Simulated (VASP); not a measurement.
# GaN (P6_3mc) in VASP: a series of runs

One crystal, GaN, is run at these levels: PBE; tasks: relaxation of cell and atoms.

Everything below comes from runs of VASP 6.6.1. Logs are shortened: lines on timing, memory, paths and dates and some standing lists are left out, and cuts for length are marked.

## (1) The crystal as given

The structure is hexagonal, space group P6_3mc (No. 186). The conventional cell has a = 3.180 Å, b = 3.180 Å, c = 5.166 Å, α = 90.00°, β = 90.00°, γ = 120.00°. Ga (site symmetry 3m) has 4 N at 1.94 to 1.95 Å as nearest neighbours. N (site symmetry 3m) has 4 Ga at 1.94 to 1.95 Å as nearest neighbours.

## (2) Relaxation of cell and atoms, PBE

INCAR

```
PREC = Accurate
ENCUT = 520
EDIFF = 1E-7
ISMEAR = 0
SIGMA = 0.02
LREAL = F
LASPH = T
NELM = 100
ALGO = Normal
ISIF = 3
LWAVE = F
LCHARG = F
GGA = PE
IBRION = 2
NSW = 80
EDIFFG = -0.002
```

KPOINTS

```
regular mesh
0
Gamma
  3 3 1
```

POSCAR

```
GaN
1.0
    3.1800000000      0.0000000000      0.0000000000
   -1.5900000000      2.7539607800      0.0000000000
    0.0000000000      0.0000000000      5.1660000000
Ga N
2 2
Direct
    0.3333333300      0.6666666700      0.0000000000
    0.6666666700      0.3333333300      0.5000000000
    0.3333333300      0.6666666700      0.3750000000
    0.6666666700      0.3333333300      0.8750000000
```

Potentials or basis: VASP PAW PBE potentials, release 64 (Ga_d, N).

Command:

```bash
> cat potpaw_PBE.64/Ga_d/POTCAR potpaw_PBE.64/N/POTCAR > POTCAR
> mpirun -np 1 vasp_std > vasp.out
```

OUTCAR:

```text
PREC = Accurate
   ENCUT = 520
   EDIFF = 1E-7
   ISMEAR = 0
   LREAL = F
   LASPH = T
   NELM = 100
   ISIF = 3
   GGA = PE
   IBRION = 2
   NSW = 80
   EDIFFG = -0.002

 ion  position               nearest neighbor table
   1  0.333  0.667  0.000-   3 1.94   4 1.95   4 1.95   4 1.95
   2  0.667  0.333  0.500-   4 1.94   3 1.95   3 1.95   3 1.95
   3  0.333  0.667  0.375-   1 1.94   2 1.95   2 1.95   2 1.95
   4  0.667  0.333  0.875-   2 1.94   1 1.95   1 1.95   1 1.95

  LATTYP: Found a hexagonal cell.
 ALAT       =     3.1800000000
 C/A-ratio  =     1.6245283019

  Lattice vectors:

 A1 = (   3.1800000000,   0.0000000000,   0.0000000000)
 A2 = (  -1.5900000000,   2.7539607800,   0.0000000000)
 A3 = (   0.0000000000,   0.0000000000,   5.1660000000)

Analysis of symmetry for initial positions (statically):
=====================================================================
 Subroutine PRICEL returns:
 Original cell was already a primitive cell.

 Routine SETGRP: Setting up the symmetry group for a
 hexagonal supercell.

 Subroutine GETGRP returns: Found 12 space group operations
 (whereof  6 operations were pure point group operations)
 out of a pool of 24 trial point group operations.

The static configuration has the point symmetry C_3v.
 The point group associated with its full space group is C_6v.

Analysis of symmetry for dynamics (positions and initial velocities):
=====================================================================
 Subroutine PRICEL returns:
 Original cell was already a primitive cell.

 Routine SETGRP: Setting up the symmetry group for a
 hexagonal supercell.

 Subroutine GETGRP returns: Found 12 space group operations
 (whereof  6 operations were pure point group operations)
 out of a pool of 24 trial point group operations.

The dynamic configuration has the point symmetry C_3v.
 The point group associated with its full space group is C_6v.

 Subroutine INISYM returns: Found 12 space group operations
 (whereof  6 operations are pure point group operations),
 and found     1 'primitive' translations

----------------------------------------------------------------------------------------

                                     Primitive cell

  volume of cell :      45.2417

  direct lattice vectors                    reciprocal lattice vectors
     3.180000000  0.000000000  0.000000000     0.314465409  0.181556689  0.000000000
    -1.590000000  2.753960780  0.000000000     0.000000000  0.363113377  0.000000000
     0.000000000  0.000000000  5.166000000     0.000000000  0.000000000  0.193573364

  length of vectors
     3.180000000  3.179999997  5.166000000     0.363113377  0.363113377  0.193573364

  position of ions in fractional coordinates (direct lattice)
     0.333333330  0.666666670  0.000000000
     0.666666670  0.333333330  0.500000000
     0.333333330  0.666666670  0.375000000
     0.666666670  0.333333330  0.875000000

  ion indices of the primitive-cell ions
   primitive index   ion index
                 1           1
                 2           2
                 3           3
                 4           4

----------------------------------------------------------------------------------------

 KPOINTS: regular mesh

Automatic generation of k-mesh.
 Grid dimensions read from file:
 generate k-points for:    3    3    1

 Generating k-lattice:

  Cartesian coordinates                     Fractional coordinates (reciprocal lattice)
     0.104821803  0.060518896  0.000000000     0.333333333  0.000000000  0.000000000
     0.000000000  0.121037792  0.000000000     0.000000000  0.333333333  0.000000000
     0.000000000  0.000000000  0.193573364     0.000000000  0.000000000  1.000000000

  Length of vectors
     0.121037792  0.121037792  0.193573364

  Shift w.r.t. Gamma in fractional coordinates (k-lattice)
     0.000000000  0.000000000  0.000000000

 Subroutine IBZKPT returns following result:
 ===========================================

 Found      3 irreducible k-points:

 Following reciprocal coordinates:
            Coordinates               Weight
  0.000000  0.000000  0.000000      1.000000
  0.333333  0.000000  0.000000      6.000000
  0.333333  0.333333  0.000000      2.000000
   k-points           NKPTS =      3   k-points in BZ     NKDIM =      3   number of bands    NBANDS=     22
   number of dos      NEDOS =    301   number of ions     NIONS =      4
   total plane-waves  NPLWV =  23040
   dimension x,y,z NGX =    24 NGY =   24 NGZ =   40
   dimension x,y,z NGXF=    48 NGYF=   48 NGZF=   80
   ions per type =               2   2
   NGX,Y,Z   is equivalent  to a cutoff of  12.55, 12.55, 12.87 a.u.
   NGXF,Y,Z  is equivalent  to a cutoff of  25.09, 25.09, 25.74 a.u.
 SYSTEM =  unknown system
   PREC   = accura    normal or accurate (medium, high low for compatibility)
   ISTART =      0    job   : 0-new  1-cont  2-samecut
   ICHARG =      2    charge: 1-file 2-atom 10-const
   ISPIN  =      1    spin polarized calculation?
   LNONCOLLINEAR =      F non collinear calculations
   LSORBIT =      F    spin-orbit coupling
   LASPH  =      T    aspherical Exc in radial PAW
   ENCUT  =  520.0 eV  38.22 Ry    6.18 a.u.   5.91  5.91  9.61*2*pi/ulx,y,z
   NELM   =    100;   NELMIN=  2; NELMDL= -5     # of ELM steps
   EDIFF  = 0.1E-06   stopping-criterion for ELM
   LREAL  =      F    real-space projection
   EDIFFG = -.2E-02   stopping-criterion for IOM
   NSW    =     80    number of steps for IOM
   IBRION =      2    ionic relax: 0-MD 1-quasi-New 2-CG
   NFREE  =      1    steps in history (QN), initial steepest desc. (CG)
   ISIF   =      3    stress and relaxation
   ISYM   =      2    0-nonsym 1-usesym 2-fastsym
   POTIM  = 0.5000    time-step for ionic-motion
   TEBEG  =    0.0;   TEEND  =   0.0 temperature during run
   PSTRESS=    0.0 pullay stress
   NELECT =      36.0000    total number of electrons
   NUPDOWN=      -1.0000    fix difference up-down
   EMIN   =  10.00;   EMAX   =-10.00  energy-range for DOS
   EFERMI =   0.00;   METHOD = LEGACY
   ISMEAR =     0;   SIGMA  =   0.02  broadening in eV -4-tet -1-fermi 0-gaus
   EFERMI_NEDOS =   21; number of points for ismear=-14 and -15
   IALGO  =     38    algorithm
   IMIX   =      4    mixing-type and parameters
     AMIX     =   0.40;   BMIX     =  1.00
     AMIX_MAG =   1.60;   BMIX_MAG =  1.00
  volume/ion in A,a.u.               =      11.31        76.33
  Fermi-wavevector in a.u.,A,eV,Ry     =   1.517036  2.866782 31.312427  2.301398
  Thomas-Fermi vector in A             =   2.626345
   LORBIT       =      0    0 simple, 1 ext, 2 COOP (PROOUT), +10 PAW based schemes
   GGA     = PE    functional components
   LHFCALC =     F    Hartree Fock is set to
   AEXX    =    0.0000 exact exchange contribution
   IVDW    =     0    specifies the selected vdW correction
   LEPSILON=     F    determine dielectric tensor
   LRPA    =     F    only Hartree local field effects (RPA)
 conjugate gradient relaxation of ions
 non-spin polarized calculation
 Gauss-broadening in eV      SIGMA  =   0.02
  energy-cutoff  :      520.00
  volume of cell :       45.24
 maximum number of plane-waves:      1225
 NGX is ok and might be reduce to    24
   NGX = 11   NGY = 11   NGZ = 19

--------------------------------------- Ionic step        1  -------------------------------------------

 number of electron      36.0000002 magnetization

 Free energy of the ion-electron system (eV)
  ---------------------------------------------------
  ext. energy  EPLUGINS =         0.00000000
  ---------------------------------------------------
  free energy    TOTEN  =       -24.35002001 eV

  energy without entropy =      -24.35002001  energy(sigma->0) =      -24.35002001

------------------------ aborting loop because EDIFF is reached ----------------------------------------

  FORCE on cell =-STRESS in cart. coord.  units (eV):
  Direction    XX          YY          ZZ          XY          YZ          ZX
  --------------------------------------------------------------------------------------
  -------------------------------------------------------------------------------------
  Total        3.1009642      3.1009642     -0.9813913      0.0000000      0.0000000     -0.0000000
  in kB      109.8166176    109.8166173    -34.7546971      0.0000000      0.0000000     -0.0000000
  external PRESSURE =      61.6261793 kB  Pullay stress =       0.0000000 kB
[... 251 lines left out ...]
  energy  without entropy=      -24.4940644349  energy(sigma->0) =      -24.49406443

--------------------------------------- Ionic step        8  -------------------------------------------

 number of electron      36.0000010 magnetization

 Free energy of the ion-electron system (eV)
  ---------------------------------------------------
  ext. energy  EPLUGINS =         0.00000000
  ---------------------------------------------------
  free energy    TOTEN  =       -24.49420127 eV

  energy without entropy =      -24.49420127  energy(sigma->0) =      -24.49420127

 E-fermi :   5.5689     XC(G=0): -11.5877

 val. band max:        5.4528256994   @ k =   0.0000   0.0000   0.0000
 cond. band min:       7.0481908237   @ k =   0.0000   0.0000   0.0000
 fundamental gap:      1.5953651242
 Fermi energy:         5.5688813848

 k-point     1 :       0.0000    0.0000    0.0000
  band No.  band energies     occupation
      1     -10.6662      2.00000
      2      -9.7975      2.00000
      3      -8.2641      2.00000
      4      -8.2641      2.00000
      5      -8.2410      2.00000
      6      -8.2042      2.00000
[... 14 lines left out ...]
     21      14.4040      0.00000
     22      14.4040      0.00000

 k-point     2 :       0.3333    0.0000    0.0000
  band No.  band energies     occupation
      1      -9.9916      2.00000
      2      -9.6708      2.00000
      3      -8.2070      2.00000
      4      -8.2020      2.00000
      5      -8.1103      2.00000
      6      -8.0672      2.00000
[... 14 lines left out ...]
     21      12.4278      0.00000
     22      13.3805      0.00000

 k-point     3 :       0.3333    0.3333    0.0000
  band No.  band energies     occupation
      1      -9.6887      2.00000
      2      -9.6887      2.00000
      3      -8.2614      2.00000
      4      -8.0729      2.00000
      5      -8.0729      2.00000
      6      -8.0542      2.00000
[... 14 lines left out ...]
     21      12.6483      0.00000
     22      13.4408      0.00000
[... 29 lines left out ...]
  FREE ENERGIE OF THE ION-ELECTRON SYSTEM (eV)
  ---------------------------------------------------
  free  energy   TOTEN  =       -24.4942012692 eV

  energy  without entropy=      -24.4942012692  energy(sigma->0) =      -24.49420127

 reached required accuracy - stopping structural energy minimisation
```

It took 40 s on 1 thread of Intel Xeon Platinum 8259CL at 2.50GHz (Skylake/Cascade Lake), shared host; peak memory 0.16 GiB.

Results:

```
Free energy                            : -24.4942 eV
Relaxed volume                         : 11.57 Å³/atom
Relaxed cell                           : a = 3.277 Å, b = 3.277 Å, c = 4.976 Å, α = 90.00°, β = 90.00°, γ = 120.00°
Space group after relaxing (to 0.05 Å) : P6_3mc (No. 186)
Energy gained by relaxing              : 36.0 meV/atom
Ionic steps                            : 8
Pressure after relaxing                : 0.0 GPa
Band gap on the k mesh                 : 1.60 eV, direct
```

The path:
```csv
step,energy change (eV),largest force (eV/Å),pressure (GPa),volume (Å³)
1,0.0000,0.3449,6.16,45.24
2,-0.0870,0.4253,-5.14,48.11
3,-0.0969,0.4194,-2.63,47.38
4,-0.1356,0.1778,-1.06,46.75
5,-0.1440,0.0207,0.27,46.22
6,-0.1441,0.0274,0.18,46.24
7,-0.1440,0.0294,-0.20,46.33
8,-0.1442,0.0003,0.02,46.29
```

Final structure:
```yaml
crystal:
  lattice:
    - [3.27716, 0.00000, 0.00000]
    - [-1.63858, 2.83811, 0.00000]
    - [0.00000, 0.00000, 4.97648]
  atoms:
    - { symbol: Ga, position: [0.33333, 0.66667, 0.98948] }
    - { symbol: Ga, position: [0.66667, 0.33333, 0.48948] }
    - { symbol: N, position: [0.33333, 0.66667, 0.38552] }
    - { symbol: N, position: [0.66667, 0.33333, 0.88552] }
```

Caveat: the k mesh is coarse (spacing up to 1.22 Å⁻¹), so the values aren't converged.

## (3) Relaxation of cell and atoms, PBE

This run uses another cell than the first one, of 11.57 Å³/atom, 1.023 times its volume.

INCAR is that of step 2.

KPOINTS is that of step 2.

POSCAR

```
GaN                                     
1.0
    3.2771644089     -0.0000000000     -0.0000000000
   -1.6385822044      2.8381076261      0.0000000000
    0.0000000000      0.0000000000      4.9764843460
  Ga              N             
     2     2
Direct
     0.3333333300000021    0.6666666699999979    0.9894810948068571
     0.6666666699999979    0.3333333300000021    0.4894810948068571
     0.3333333300000021    0.6666666699999979    0.3855189051931429
     0.6666666699999979    0.3333333300000021    0.8855189051931429
```

Potentials or basis: VASP PAW PBE potentials, release 64 (Ga_d, N).

Command:

```bash
> cat potpaw_PBE.64/Ga_d/POTCAR potpaw_PBE.64/N/POTCAR > POTCAR
> mpirun -np 1 vasp_std > vasp.out
```

OUTCAR:

```text
PREC = Accurate
   ENCUT = 520
   EDIFF = 1E-7
   ISMEAR = 0
   LREAL = F
   LASPH = T
   NELM = 100
   ISIF = 3
   GGA = PE
   IBRION = 2
   NSW = 80
   EDIFFG = -0.002

 ion  position               nearest neighbor table
   1  0.333  0.667  0.989-   4 1.96   4 1.96   4 1.96   3 1.97
   2  0.667  0.333  0.489-   3 1.96   3 1.96   3 1.96   4 1.97
   3  0.333  0.667  0.386-   2 1.96   2 1.96   2 1.96   1 1.97
   4  0.667  0.333  0.886-   1 1.96   1 1.96   1 1.96   2 1.97

  LATTYP: Found a hexagonal cell.
 ALAT       =     3.2771644089
 C/A-ratio  =     1.5185336239

  Lattice vectors:

 A1 = (   3.2771644089,   0.0000000000,   0.0000000000)
[... 168 lines left out ...]
  Direction    XX          YY          ZZ          XY          YZ          ZX
  --------------------------------------------------------------------------------------
  -------------------------------------------------------------------------------------
  Total        0.0179466      0.0179466      0.0028233      0.0000000      0.0000000      0.0000000
  in kB        0.6212172      0.6212172      0.0977279      0.0000000      0.0000000      0.0000000
  external PRESSURE =       0.4467208 kB  Pullay stress =       0.0000000 kB
[... 139 lines left out ...]
--------------------------------------- Ionic step        5  -------------------------------------------

 number of electron      36.0000011 magnetization

 Free energy of the ion-electron system (eV)
  ---------------------------------------------------
  ext. energy  EPLUGINS =         0.00000000
  ---------------------------------------------------
  free energy    TOTEN  =       -24.49515665 eV

  energy without entropy =      -24.49515665  energy(sigma->0) =      -24.49515665

 E-fermi :   5.5643     XC(G=0): -11.5858

 val. band max:        5.4493109468   @ k =   0.0000   0.0000   0.0000
 cond. band min:       7.0418447508   @ k =   0.0000   0.0000   0.0000
 fundamental gap:      1.5925338040
 Fermi energy:         5.5642809264

 k-point     1 :       0.0000    0.0000    0.0000
  band No.  band energies     occupation
      1     -10.6670      2.00000
      2      -9.7995      2.00000
      3      -8.2677      2.00000
      4      -8.2677      2.00000
      5      -8.2446      2.00000
      6      -8.2078      2.00000
[... 95 lines left out ...]
  FREE ENERGIE OF THE ION-ELECTRON SYSTEM (eV)
  ---------------------------------------------------
  free  energy   TOTEN  =       -24.4951566490 eV

  energy  without entropy=      -24.4951566490  energy(sigma->0) =      -24.49515665

 reached required accuracy - stopping structural energy minimisation
```

OSZICAR:

```text
N       E                     dE             d eps       ncg     rms          rms(c)
DAV:   1     0.255132318572E+03    0.25513E+03   -0.18426E+04   148   0.302E+03
DAV:   2     0.729426087727E+00   -0.25440E+03   -0.24605E+03   160   0.489E+02
DAV:   3    -0.275898615216E+02   -0.28319E+02   -0.28106E+02   156   0.145E+02
DAV:   4    -0.284532112809E+02   -0.86335E+00   -0.86255E+00   188   0.274E+01
[... 32 lines left out ...]
       N       E                     dE             d eps       ncg     rms          rms(c)
DAV:   1    -0.244951573875E+02   -0.96995E-06   -0.13410E-05   150   0.797E-02    0.558E-03
DAV:   2    -0.244951567957E+02    0.59179E-06   -0.19263E-06   172   0.331E-02    0.272E-03
DAV:   3    -0.244951566413E+02    0.15440E-06   -0.33923E-07   122   0.140E-02    0.515E-04
DAV:   4    -0.244951566490E+02   -0.77380E-08   -0.10586E-07    66   0.349E-03
   5 F= -.24495157E+02 E0= -.24495157E+02  d E =-.255430E-05
```

CONTCAR:

```text
GaN
   1.00000000000000
     3.2776997457771184    0.0000000000000094    0.0000000000000000
    -1.6388498728385428    2.8385712414330126    0.0000000000000000
    -0.0000000000000000    0.0000000000000000    4.9766122331389306
  Ga              N
     2     2
Direct
     0.3333333300000021    0.6666666699999979    0.9894801796804353
     0.6666666699999979    0.3333333300000021    0.4894801796804353
     0.3333333300000021    0.6666666699999979    0.3855198203195647
     0.6666666699999979    0.3333333300000021    0.8855198203195647

  0.00000000E+00  0.00000000E+00  0.00000000E+00
  0.00000000E+00  0.00000000E+00  0.00000000E+00
  0.00000000E+00  0.00000000E+00  0.00000000E+00
  0.00000000E+00  0.00000000E+00  0.00000000E+00
```

It took 19 s on 1 thread of Intel Xeon Platinum 8259CL at 2.50GHz (Skylake/Cascade Lake), shared host; peak memory 0.15 GiB.

What came out:

```yaml
Free_energy: -24.4952 eV
Relaxed_volume: 11.58 Å³/atom
Relaxed_cell: a = 3.278 Å, b = 3.278 Å, c = 4.977 Å, α = 90.00°, β = 90.00°, γ = 120.00°
Space_group_after_relaxing_to_0.05_Å: P6_3mc (No. 186)
Energy_gained_by_relaxing: 0.0 meV/atom
Ionic_steps: 5
Pressure_after_relaxing: 0.0 GPa
Band_gap_on_the_k_mesh: 1.59 eV, direct
```

Final structure:
```yaml
crystal:
  lattice:
    - [3.27770, 0.00000, 0.00000]
    - [-1.63885, 2.83857, 0.00000]
    - [0.00000, 0.00000, 4.97661]
  atoms:
    - { symbol: Ga, position: [0.33333, 0.66667, 0.98948] }
    - { symbol: Ga, position: [0.66667, 0.33333, 0.48948] }
    - { symbol: N, position: [0.33333, 0.66667, 0.38552] }
    - { symbol: N, position: [0.66667, 0.33333, 0.88552] }
```

Caveat: the k mesh is coarse (spacing up to 1.26 Å⁻¹), so the values aren't converged.
